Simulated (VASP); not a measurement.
## How a change of volume changes GaSb (F-43m)

Wanted: the response of GaSb to a change of volume, as a table, with a fit that predicts a row left out.

Calculated with VASP 6.6.1; PBEsol; plane waves and PAW (Ga_d, Sb), in the first sound run; inputs show where later runs differ.

**1. The structure**

The structure is cubic, space group F-43m (No. 216). Conventional cell: a = 6.096 Å, b = 6.096 Å, c = 6.096 Å, α = 90.00°, β = 90.00°, γ = 90.00°. Ga has 4 Sb at 2.64 Å nearest. Nearest to Sb lie 4 Ga at 2.64 Å. Farther neighbours are not listed.

Structure file:

```xyz
2
Lattice="0.0000 3.0480 3.0480 3.0480 0.0000 3.0480 3.0480 3.0480 0.0000" Properties=species:S:1:pos:R:3 pbc="T T T"
Ga    0.0000    0.0000    0.0000
Sb    1.5240    1.5240    1.5240
```

**2. Relax the crystal, PBEsol**

The series starts from the cell that this level prefers, so that zero strain is near zero stress.

Level: PBEsol; plane waves and PAW (Ga_d, Sb).

INCAR reads:

```
SYSTEM = GaSb
PREC = Accurate
ENCUT = 450
EDIFF = 1E-07
NELM = 120
ISMEAR = 0
SIGMA = 0.02
LREAL = .FALSE.
ALGO = Normal
GGA = PS
NBANDS = 15
LASPH = .TRUE.
LORBIT = 11
LWAVE = .FALSE.
LCHARG = .FALSE.
KPAR = 12
IBRION = 2
NSW = 40
ISIF = 3
EDIFFG = -0.005
POTIM = 0.4
```

POSCAR reads:

```
GaSb
1.0
    0.0000000000      3.0480000000      3.0480000000
    3.0480000000      0.0000000000      3.0480000000
    3.0480000000      3.0480000000      0.0000000000
Ga Sb
1 1
Direct
    0.0000000000      0.0000000000      0.0000000000
    0.2500000000      0.2500000000      0.2500000000
```

KPOINTS reads:

```
Automatic mesh
0
Gamma
9 9 9
0 0 0
```

Potentials, in the order of the species: Ga_d and Sb (PBE family, release 64).

Run with:

```bash
> mpirun -np 12 vasp_std
```

The log of the run:

```text
[banner, memory and clock lines left out]
running   12 mpi-ranks, on    1 nodes
[...]
|                                                                             |
|           W    W    AA    RRRRR   N    N  II  N    N   GGGG   !!!           |
|           W    W   A  A   R    R  NN   N  II  NN   N  G    G  !!!           |
|           W    W  A    A  R    R  N N  N  II  N N  N  G       !!!           |
|           W WW W  AAAAAA  RRRRR   N  N N  II  N  N N  G  GGG   !            |
|           WW  WW  A    A  R   R   N   NN  II  N   NN  G    G                |
|           W    W  A    A  R    R  N    N  II  N    N   GGGG   !!!           |
|                                                                             |
|     For optimal performance we recommend to set                             |
|       NCORE = 2 up to number-of-cores-per-socket                            |
|     NCORE specifies how many cores store one orbital (NPAR=cpu/NCORE).      |
|     This setting can greatly improve the performance of VASP for DFT.       |
[...]
DAV:  13    -0.815028012922E+01    0.19883E-07   -0.42436E-08   910   0.145E-03
   1 F= -.81502801E+01 E0= -.81502785E+01  d E =-.815028E+01
[...]
N       E                     dE             d eps       ncg     rms          rms(c)
DAV:   1    -0.816106315568E+01   -0.10783E-01   -0.13185E-01  1316   0.603E+00    0.575E-01
DAV:   2    -0.815304126686E+01    0.80219E-02   -0.14385E-02  1295   0.220E+00    0.264E-01
DAV:   3    -0.815105582176E+01    0.19854E-02   -0.21951E-03  1330   0.753E-01    0.596E-02
DAV:   4    -0.815084330779E+01    0.21251E-03   -0.23662E-04  1220   0.204E-01    0.201E-02
DAV:   5    -0.815082408171E+01    0.19226E-04   -0.14867E-05  1317   0.457E-02    0.562E-03
DAV:   6    -0.815082352601E+01    0.55570E-06   -0.22602E-06  1323   0.248E-02    0.246E-03
DAV:   7    -0.815082362912E+01   -0.10311E-06   -0.24118E-07  1134   0.556E-03    0.107E-03
DAV:   8    -0.815082367722E+01   -0.48096E-07   -0.26030E-08   721   0.125E-03
   2 F= -.81508237E+01 E0= -.81508002E+01  d E =-.543548E-03
 trial-energy change:   -0.000544  1 .order   -0.000568   -0.001140    0.000003
 step:   0.9969(harm=  0.9973)  dis= 0.00000  next Energy=    -8.150824 (dE=-0.544E-03)
 reached required accuracy - stopping structural energy minimisation
```

Wall time 8.6 s (12 MPI ranks of AMD EPYC 7R43, shared host); peak memory 2 GiB; 78 s of CPU time.

Lines that name or quote the potential files are left out of all logs, and their timing lines are given in words.

From OUTCAR (step 2):

```text
  Total       -0.0003826     -0.0003826     -0.0003826      0.0000000      0.0000000      0.0000000
  in kB       -0.0107375     -0.0107375     -0.0107375      0.0000000      0.0000000      0.0000000
  external PRESSURE =      -0.0107375 kB  Pullay stress =       0.0000000 kB

 POSITION                                       TOTAL-FORCE (eV/Angst)
 -----------------------------------------------------------------------------------
      0.00000      0.00000      0.00000         0.000000     -0.000000     -0.000000
      1.52813      1.52813      1.52813        -0.000000      0.000000      0.000000
 -----------------------------------------------------------------------------------
    total drift:                                0.000000      0.000000      0.000000

  FREE ENERGIE OF THE ION-ELECTRON SYSTEM (eV)
  ---------------------------------------------------
  free  energy   TOTEN  =        -8.1508236772 eV

  energy  without entropy=       -8.1507766538  energy(sigma->0) =       -8.15080017

 reached required accuracy - stopping structural energy minimisation

[... 3 further parts left out ...]
[key lines of the parts left out:]
E-fermi :   4.7709
```

This run gave:

```
energy(sigma→0) of the program : -8.1508 eV
stress, compression positive   : xx, yy, zz 0.00, 0.00, 0.00 GPa
volume                         : 57.095 Å³
ionic steps                    : 2
```

**3. Relax at fixed volume, PBEsol**

One member in full: the volume is scaled by 0.97, and the cell is held.

Level: PBEsol; plane waves and PAW (Ga_d, Sb).

Edit INCAR of step 2 so:

```diff
@@ -15,7 +15,8 @@
 LCHARG = .FALSE.
-KPAR = 12
+KPAR = 3
 IBRION = 2
 NSW = 40
-ISIF = 3
-EDIFFG = -0.005
+ISIF = 2
+EDIFFG = -0.004
 POTIM = 0.4
+MAXMIX = 40
```

POSCAR reads:

```
GaSb
1.0
    0.0000000000      3.0253792408      3.0253792408
    3.0253792408      0.0000000000      3.0253792408
    3.0253792408      3.0253792408      0.0000000000
Ga Sb
1 1
Direct
    0.0000000000      0.0000000000      0.0000000000
    0.2500000000      0.2500000000      0.2500000000
```

KPOINTS is that of step 2.

Run with:

```bash
> mpirun -np 3 vasp_std
```

The log of the run:

```text
[banner, memory and clock lines left out]
running    3 mpi-ranks, on    1 nodes
[...]
[... a notice as in an earlier step ...]

 LDA part: xc-table for (Slater+PW92), standard interpolation
 POSCAR, INCAR and KPOINTS ok, starting setup
[...]
entering main loop
       N       E                     dE             d eps       ncg     rms          rms(c)
DAV:   1     0.761658373980E+02    0.76166E+02   -0.82022E+03  1058   0.137E+03
DAV:   2    -0.234285686576E+01   -0.78509E+02   -0.75549E+02  1239   0.284E+02
DAV:   3    -0.814462502203E+01   -0.58018E+01   -0.57865E+01  1239   0.652E+01
DAV:   4    -0.824700795598E+01   -0.10238E+00   -0.10236E+00  1345   0.981E+00
[...]
DAV:  10    -0.814178077386E+01    0.87092E-05   -0.20451E-05  1403   0.406E-02    0.116E-02
DAV:  11    -0.814178999243E+01   -0.92186E-05   -0.12188E-05  1183   0.254E-02    0.469E-03
DAV:  12    -0.814179006508E+01   -0.72645E-07   -0.43769E-07  1379   0.660E-03
   1 F= -.81417901E+01 E0= -.81417901E+01  d E =-.814179E+01
[...]
reached required accuracy - stopping structural energy minimisation
```

It took 9.2 s on 3 MPI ranks; peak memory 0.42 GiB.

OUTCAR, selected parts (step 3):

```text
  Total        0.5757533      0.5757533      0.5757533      0.0000000      0.0000000     -0.0000000
  in kB       16.6562626     16.6562626     16.6562626      0.0000000      0.0000000     -0.0000000
  external PRESSURE =      16.6562626 kB  Pullay stress =       0.0000000 kB

 POSITION                                       TOTAL-FORCE (eV/Angst)
 -----------------------------------------------------------------------------------
      0.00000      0.00000      0.00000         0.000000      0.000000     -0.000000
      1.51269      1.51269      1.51269        -0.000000     -0.000000      0.000000
 -----------------------------------------------------------------------------------
    total drift:                               -0.000000     -0.000000      0.000000

  FREE ENERGIE OF THE ION-ELECTRON SYSTEM (eV)
  ---------------------------------------------------
  free  energy   TOTEN  =        -8.1417900651 eV

  energy  without entropy=       -8.1417900651  energy(sigma->0) =       -8.14179007

[... 2 parts as in an earlier step ...]

[... 2 further parts left out ...]
[key lines of the parts left out:]
E-fermi :   5.1613
```

This run gave:

| Quantity | Value |
| --- | --- |
| energy(sigma→0) of the program | -8.1418 eV |
| stress, compression positive | xx, yy, zz 1.67, 1.67, 1.67 GPa |
| ionic steps | 1 |

**4. Band edges, TB-mBJ with spin-orbit coupling**

Short lines in KPOINTS_OPT sample the zone centre, for masses, and the other valleys.

Level: TB-mBJ, spin-orbit coupling; plane waves and PAW (Ga_d, Sb).

TB-mBJ has no energy functional, so the total energy, stress and pressure in this output mean nothing.

INCAR reads:

```
SYSTEM = GaSb
PREC = Accurate
ENCUT = 450
EDIFF = 1E-06
NELM = 150
ISMEAR = 0
SIGMA = 0.02
LREAL = .FALSE.
ALGO = Normal
METAGGA = MBJ
LASPH = .TRUE.
LNONCOLLINEAR = .TRUE.
MAGMOM = 0 0 0 0 0 0
NBANDS = 28
GGA_COMPAT = .FALSE.
LSORBIT = .TRUE.
LWAVE = .FALSE.
LCHARG = .FALSE.
KPAR = 3
```

POSCAR is that of step 3.

KPOINTS reads:

```
Automatic mesh
0
Gamma
7 7 7
0 0 0
```

KPOINTS_OPT reads:

```
Line mode
6
Line-mode
Reciprocal
  0.00000000   0.00000000   0.00000000
  0.02407520   0.02407520   0.00000000

  0.00000000   0.00000000   0.00000000
  0.00000000  -0.02407520  -0.02407520

  0.31000000   0.31000000   0.00000000
  0.50000000   0.50000000   0.00000000

  0.00000000   0.31000000   0.31000000
  0.00000000   0.50000000   0.50000000

  0.45000000   0.45000000   0.45000000
  0.50000000   0.50000000   0.50000000

  0.45000000   0.00000000   0.00000000
  0.50000000   0.00000000   0.00000000

  0.42500000   0.42500000   0.00000000
  0.42500000   0.44907520   0.02407520

  0.50000000   0.50000000   0.50000000
  0.48297626   0.51702374   0.50000000
```

Run with:

```bash
> mpirun -np 3 vasp_ncl
```

The log of the run:

```text
[banner, memory and clock lines left out]
running    3 mpi-ranks, on    1 nodes
[...]
[... a notice as in an earlier step ...]

 LDA part: xc-table for (None), standard interpolation
 POSCAR, INCAR and KPOINTS ok, starting setup
[...]
entering main loop
       N       E                     dE             d eps       ncg     rms          rms(c)
DAV:   1     0.526213483445E+03    0.52621E+03   -0.74688E+03  1732   0.149E+03
DAV:   2     0.423716520182E+03   -0.10250E+03   -0.97827E+02  1844   0.357E+02
DAV:   3     0.411540967149E+03   -0.12176E+02   -0.12035E+02  1992   0.104E+02
DAV:   4     0.411183963553E+03   -0.35700E+00   -0.35612E+00  2000   0.191E+01
[...]
DAV:  29     0.412634455988E+03    0.22596E-05   -0.75281E-11   872   0.913E-05    0.353E-06
DAV:  30     0.412634458296E+03    0.23073E-05   -0.34509E-11   860   0.656E-05    0.257E-06
DAV:  31     0.412634458754E+03    0.45806E-06   -0.17313E-11   844   0.412E-05
   1 F= 0.41263446E+03 E0= 0.41263446E+03  d E =-.323715E-28  mag=     0.0000     0.0000     0.0000
 Start KPOINTS_OPT (optional k-point list driver)
k-point batch [1-30\48]
       N       E                     dE             ncg
DAV:   1     0.830484412408E+03   -0.73309E+04     1736
DAV:   2    -0.237564414430E+04   -0.32061E+04     1872
DAV:   3    -0.278652847380E+04   -0.41088E+03     2020
DAV:   4    -0.280107614390E+04   -0.14548E+02     1984
DAV:   5    -0.280143596177E+04   -0.35982E+00     2128
DAV:   6    -0.280145220502E+04   -0.16243E-01     2380
DAV:   7    -0.280145231607E+04   -0.11105E-03     2104
DAV:   8    -0.280145231793E+04   -0.18635E-05     1584
DAV:   9    -0.280145231820E+04   -0.27248E-06     1320
k-point batch [31-48\48]
       N       E                     dE             ncg
DAV:   1     0.567345393769E+04   -0.79938E+04     1036
DAV:   2     0.374138485795E+04   -0.19321E+04     1088
DAV:   3     0.351096951735E+04   -0.23042E+03     1232
DAV:   4     0.350444548249E+04   -0.65240E+01     1176
DAV:   5     0.350427973553E+04   -0.16575E+00     1248
DAV:   6     0.350427037600E+04   -0.93595E-02     1456
DAV:   7     0.350427029085E+04   -0.85150E-04     1304
DAV:   8     0.350427028877E+04   -0.20819E-05      944
DAV:   9     0.350427028859E+04   -0.17127E-06      796
```

Run time: 2.7 min. Hardware: 3 MPI ranks; peak memory 0.96 GiB; 6.5 min of CPU time.

From OUTCAR (step 4):

```text
  LATTYP: Found a face centered cubic cell.
 ALAT       =     6.0507584816

 Subroutine GETGRP returns: Found 24 space group operations
 (whereof 24 operations were pure point group operations)

The static configuration has the point symmetry T_d .

 Found     30 irreducible k-points:

   k-points           NKPTS =     30   k-points in BZ     NKDIM =     30   number of bands    NBANDS=     28

   dimension x,y,z NGX =    30 NGY =   30 NGZ =   30
   dimension x,y,z NGXF=    60 NGYF=   60 NGZF=   60

   ENCUT  =  450.0 eV  33.07 Ry    5.75 a.u.   7.40  7.40  7.40*2*pi/ulx,y,z

   NELECT =      18.0000    total number of electrons

 E-fermi :   5.5344

 k-point     1 :       0.0000    0.0000    0.0000
  band No.  band energies     occupation
    ...
     14       4.7009      1.00000
     15       5.3848      1.00000
     16       5.3848      1.00000
     17       5.3848      1.00000
     18       5.3848      1.00000
     19       6.2771      0.00000
     20       6.2771      0.00000
     21       8.1223      0.00000
     22       8.1223      0.00000
     23       8.3121      0.00000
    ...

 k-point     2 :       0.1429    0.0000    0.0000
  band No.  band energies     occupation
    ...
     14       3.1005      1.00000
     15       4.6501      1.00000
     16       4.6501      1.00000
     17       5.0627      1.00000
     18       5.0631      1.00000
     19       6.9138      0.00000
     20       6.9138      0.00000
     21       8.6087      0.00000
     22       8.6087      0.00000
     23       8.7464      0.00000
    ...

  Total      -68.8506096    -68.8506096    -68.8506096     -0.0000000      0.0000000      0.0000000
  in kB    -1991.8145887  -1991.8145887  -1991.8145887     -0.0000000      0.0000000      0.0000000
  external PRESSURE =   -1991.8145887 kB  Pullay stress =       0.0000000 kB

 POSITION                                       TOTAL-FORCE (eV/Angst)
 -----------------------------------------------------------------------------------
      0.00000      0.00000      0.00000         0.000000      0.000000      0.000000
      1.51269      1.51269      1.51269         0.000000     -0.000000     -0.000000
 -----------------------------------------------------------------------------------
    total drift:                                0.000002      0.000002      0.000003

  FREE ENERGIE OF THE ION-ELECTRON SYSTEM (eV)
  ---------------------------------------------------
  free  energy   TOTEN  =       412.6344587537 eV

  energy  without entropy=      412.6344587537  energy(sigma->0) =      412.63445875

 Spin-Orbit-Coupling matrix elements
 Ion:    1  E_soc:     -0.0118928
 Ion:    2  E_soc:     -0.1176821

[... 1 part as in an earlier step ...]

[... 7 further parts left out ...]
```

**5. Band edges, r2SCAN with spin-orbit coupling**

Short lines in KPOINTS_OPT sample the zone centre, for masses, and the other valleys.

Level: r2SCAN, spin-orbit coupling; plane waves and PAW (Ga_d, Sb).

Edit INCAR of step 4 so:

```diff
@@ -4,3 +4,3 @@
 EDIFF = 1E-06
-NELM = 150
+NELM = 100
 ISMEAR = 0
@@ -9,3 +9,3 @@
 ALGO = Normal
-METAGGA = MBJ
+METAGGA = R2SCAN
 LASPH = .TRUE.
```

POSCAR is that of step 4.

KPOINTS is that of step 4.

KPOINTS_OPT is that of step 4.

Run with:

```bash
> mpirun -np 3 vasp_ncl
```

The log of the run:

```text
[... set-up lines as in an earlier step ...]
 entering main loop
       N       E                     dE             d eps       ncg     rms          rms(c)
DAV:   1     0.830617666529E+02    0.83062E+02   -0.77843E+03  1736   0.155E+03
DAV:   2    -0.257579095548E+02   -0.10882E+03   -0.10396E+03  1836   0.379E+02
DAV:   3    -0.390454330745E+02   -0.13288E+02   -0.13142E+02  2024   0.111E+02
DAV:   4    -0.394452118731E+02   -0.39978E+00   -0.39868E+00  1972   0.209E+01
[...]
DAV:  12    -0.376386804749E+02    0.13517E-04   -0.97048E-05  2264   0.163E-01    0.907E-03
DAV:  13    -0.376386767305E+02    0.37444E-05   -0.77247E-06  1776   0.338E-02    0.379E-03
DAV:  14    -0.376386768256E+02   -0.95130E-07   -0.27405E-07  1112   0.580E-03
   1 F= -.37638677E+02 E0= -.37638677E+02  d E =-.582678E-15  mag=     0.0000    -0.0000    -0.0000
 Start KPOINTS_OPT (optional k-point list driver)
k-point batch [1-30\48]
       N       E                     dE             ncg
DAV:   1     0.742234939121E+03   -0.74192E+04     1736
DAV:   2    -0.254631801083E+04   -0.32886E+04     1836
DAV:   3    -0.297697544472E+04   -0.43066E+03     2024
DAV:   4    -0.299268103784E+04   -0.15706E+02     1952
DAV:   5    -0.299310278861E+04   -0.42175E+00     2116
DAV:   6    -0.299312203484E+04   -0.19246E-01     2300
DAV:   7    -0.299312224260E+04   -0.20777E-03     2156
DAV:   8    -0.299312224513E+04   -0.25311E-05     1684
DAV:   9    -0.299312224537E+04   -0.23398E-06     1280
k-point batch [31-48\48]
       N       E                     dE             ncg
DAV:   1     0.561216177651E+04   -0.80551E+04     1032
DAV:   2     0.362935903891E+04   -0.19828E+04     1092
DAV:   3     0.338810158636E+04   -0.24126E+03     1192
DAV:   4     0.338086270009E+04   -0.72389E+01     1164
DAV:   5     0.338067815488E+04   -0.18455E+00     1280
DAV:   6     0.338066726483E+04   -0.10890E-01     1436
DAV:   7     0.338066720829E+04   -0.56541E-04     1332
DAV:   8     0.338066720731E+04   -0.97579E-06      976
```

Run time: 5.5 min. Hardware: 3 MPI ranks; peak memory 0.98 GiB.

[end of part 1 of 2]

[Lines on the potential files, build, host, timing and source positions are cut from VASP's logs without a mark.]

[Logs are printed without paths, hosts, clocks, repeated set-up lines and the standing remarks that a program may print on its own settings, such as how far it seeks lower states.]

[Hosts, paths, dates, database ids (printed as entryN), source tags and the programs' standing remarks are cut or masked in the printed files.]

[In band tables of VASP the shares of atoms and orbitals are scaled to a sum of 1 inside the atoms' spheres.]
